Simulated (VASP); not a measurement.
## Pt: relaxation of cell and atoms with r2SCAN

Crystal: Pt.

```
Pt
1.0
     0.00000    1.96090    1.96090
     1.96090    0.00000    1.96090
     1.96090    1.96090    0.00000
Pt
1
Cartesian
  0.0000 0.0000 0.0000
```

* Program: VASP 6.6.1
* Task: relaxation of cell and atoms
* Functional: r2SCAN
* Potentials or basis: VASP PAW PBE potentials, release 64 (Pt)
* Cutoff: 600 eV
* k mesh: 18 × 18 × 18
* Occupations: gaussian, width 0.1 eV
* Spin: no spin polarisation
* Further INCAR settings: ALGO = Normal; EDIFF = 1e-07; IBRION = 2; EDIFFG = -0.004; NSW = 80; ISIF = 3

```
Relaxed volume                         : 15.33 Å³/atom
Relaxed cell                           : a = 2.789 Å, b = 2.789 Å, c = 2.789 Å, α = 60.00°, β = 60.00°, γ = 60.00°
Space group after relaxing (to 0.05 Å) : Fm-3m (No. 225)
Energy gained by relaxing              : 3.7 meV/atom
Ionic steps                            : 4
Pressure after relaxing                : 0.0 GPa
Band gap on the k mesh                 : none (metal or under the smearing width)
```

The path:
```csv
step,energy change (eV),largest force (eV/Å),pressure (GPa),volume (Å³)
1,0.0000,0.0000,4.79,15.08
2,0.0245,0.0000,-11.40,16.08
3,-0.0037,0.0000,-0.05,15.34
4,-0.0037,0.0000,0.03,15.33
```

Final structure:
```yaml
crystal:
  lattice:
    - [0.00000, 1.97181, 1.97181]
    - [1.97181, 0.00000, 1.97181]
    - [1.97181, 1.97181, 0.00000]
  atoms:
    - { symbol: Pt, position: [0.00000, 0.00000, 0.00000] }
```

Levels at points of the mesh, in eV from the Fermi level:
```
           k point  band 1  band 2  band 3  band 4  band 5  band 6  band 7  band 8  band 9
(0.00, 0.00, 0.00)  -10.31   -3.81   -3.81   -3.81   -1.71   -1.71   15.53   20.60   20.60
(0.50, 0.00, 0.00)   -7.40   -3.91   -3.91   -0.23    0.02    0.02    6.03   15.17   19.84
(0.50, 0.50, 0.00)   -7.11   -6.69   -0.06    0.50    0.50    1.98    9.16   11.97   11.97
```

It took 2 min on 1 thread of Intel(R) Xeon(R) 6975P-C (Granite Rapids), with other jobs on the host, peak memory 0.18 GiB.

Caveat: the PAW data sets were made with another functional, which shifts forces and pressure a little. Zero-point motion and thermal expansion aren't in these numbers.
